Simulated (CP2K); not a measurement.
## Hf under changes of volume

One of the cells (23.523 Å³/atom); the others are scaled copies at fixed shape and fractional positions:

```
Hf
1.0
     3.12635    0.00000    0.00000
    -1.04212    2.94755    0.00000
    -1.04212   -1.47378    2.55266
Hf
1
Direct
  0.00000 0.00000 0.00000
```

This isn't the form of Hf at room conditions, which is hcp.

- Program: CP2K 2026.2
- Functional: r2SCAN
- Potentials or basis: POTENTIAL_UZH Hf GTH-SCAN-q12; TZVP-MOLOPT-SCAN-GTH basis
- Density cutoff: 9184 eV
- k mesh: 10 × 10 × 10
- Occupations: fermi-dirac, width 0.05 eV
- Spin: no spin polarisation

```csv
volume (Å³/atom),energy over the lowest point (meV/atom),pressure (GPa)
22.112,0.00,-2.9
22.582,11.74,-4.8
23.052,28.72,-6.5
23.523,50.58,-8.1
23.993,?,?
24.464,106.97,-10.8
24.934,140.74,-12.0
```

**Question.** What does the run at 23.993 Å³/atom give?

**Answer.** Energy over the lowest point 76.80 meV/atom; pressure -9.5 GPa.

Worked out: A Birch-Murnaghan fit of order 3 (a polynomial in V^(-2/3)) to the other rows has no minimum within the range. It gives 76.75 meV/atom at 23.993 Å³/atom, against the run's 76.80, and -dE/dV = -9.6 GPa, against -9.5.

Energies are extrapolated to zero smearing.

Caveats: the basis of atomic orbitals isn't converged, which shifts pressures, moduli and gaps.
